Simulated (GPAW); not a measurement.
Crystal: Os.

```
CELL_PARAMETERS angstrom
2.73410 0.00000 0.00000
-1.36705 2.36780 0.00000
0.00000 0.00000 4.31970
ATOMIC_POSITIONS crystal
Os 0.66667 0.33333 0.75000
Os 0.33333 0.66667 0.25000
```

Program: GPAW 26.7.0. Alike in all runs: task band structure; cell as given; k mesh 8 × 8 × 5; cutoff (eV) 600; smearing fermi-dirac 0.05 eV.

Problem. Order these runs on this cell by their pressure, lowest first.
A. level WC; potentials or basis PAW data sets generated in the run's folder for this functional, pw; spin SOC, no magnetisation; band points 60; spin axis theta (degrees) 90; spin axis phi (degrees) 45
B. level PBE; potentials or basis PAW data sets generated in the run's folder for this functional, pw; spin off; band points 80
C. level revTPSS; potentials or basis GPAW PAW data sets (gpaw-data 1.2.1), pw; spin SOC, no magnetisation; band points 60; spin axis theta (degrees) 54.7; spin axis phi (degrees) 45; eigensolver davidson

Solution. C (-4.9 GPa), A (-3.2 GPa), B (5.8 GPa).

Caveats: spin-orbit coupling was added after a scalar SCF, so levels and gaps hold it while energy, forces, pressure and moments don't (some runs); the PAW data sets were made with another functional, which shifts forces and pressure a little (some runs).
